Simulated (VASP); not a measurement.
Write the native input for VASP 6.6.1 that does the following.

| Item | Value |
| --- | --- |
| Task | relaxation of cell and atoms |
| Functional | PBEsol |
| Dispersion | D3(BJ) |
| Potentials or basis | VASP PAW PBE potentials, release 64 (Ta_pv, N) |
| Cutoff | 600 eV |
| k mesh | 16 × 16 × 14 |
| Occupations | methfessel-paxton, width 0.1 eV |
| Spin | no spin polarisation |
| Further INCAR settings | ALGO = Normal; EDIFF = 1e-06; IBRION = 2; EDIFFG = -0.005; NSW = 40; ISIF = 3 |

The structure of TaN lies in POSCAR:

```
TaN
1.0
    2.9300000000      0.0000000000      0.0000000000
   -1.4650000000      2.5374544300      0.0000000000
    0.0000000000      0.0000000000      2.8700000000
Ta N
1 1
Direct
    0.0000000000      0.0000000000      0.0000000000
    0.3333333300      0.6666666700      0.5000000000
```

The cell was built by a generator and needn't be a form met in nature.

The input as run:

INCAR

```
SYSTEM = TaN
ALGO     = Normal         ! electronic algorithm
EDIFF    = 1E-6           ! SCF threshold, eV
EDIFFG   = -0.005         ! ionic threshold
ENCUT    = 600            ! plane-wave cutoff, eV
GGA      = PS             ! functional
IBRION   = 2              ! ionic algorithm
ISIF     = 3              ! what is computed and relaxed
ISMEAR   = 1              ! smearing method
IVDW     = 12             ! dispersion correction
LASPH    = .TRUE.         ! aspherical terms in the spheres
LCHARG   = .FALSE.        ! write CHGCAR
LREAL    = .FALSE.        ! projectors in reciprocal space
LWAVE    = .FALSE.        ! write WAVECAR
NELM     = 120            ! most SCF steps
NSW      = 40             ! ionic steps
PREC     = Accurate       ! precision mode
SIGMA    = 0.1            ! smearing width, eV
```

KPOINTS

```
k-points
0
G
  16 16 14
  0 0 0
```

Potentials or basis: VASP PAW PBE potentials, release 64 (Ta_pv, N).

Run with:

```bash
$ cat potpaw_PBE.64/Ta_pv/POTCAR potpaw_PBE.64/N/POTCAR > POTCAR
$ mpirun -np 1 vasp_std > vasp.out
```

It gave:

```yaml
Relaxed_volume: 10.44 Å³/atom
Relaxed_cell: a = 2.906 Å, b = 2.906 Å, c = 2.856 Å, α = 90.00°, β = 90.00°, γ = 120.00°
Space_group_after_relaxing_to_0.05_Å: P-6m2 (No. 187)
Energy_gained_by_relaxing: 5.6 meV/atom
Ionic_steps: 6
Pressure_after_relaxing: 0.0 GPa
Band_gap_on_the_k_mesh: none (metal or under the smearing width)
Dispersion_energy_per_atom: -0.474 eV
```

Caveat: the PAW data sets were made with another functional, which shifts forces and pressure a little; pairwise dispersion overbinds metals, which lowers pressure and volume.

It took 54 s on 1 thread of Intel(R) Xeon(R) 6975P-C (Granite Rapids), with other jobs on the host, peak memory 0.22 GiB.
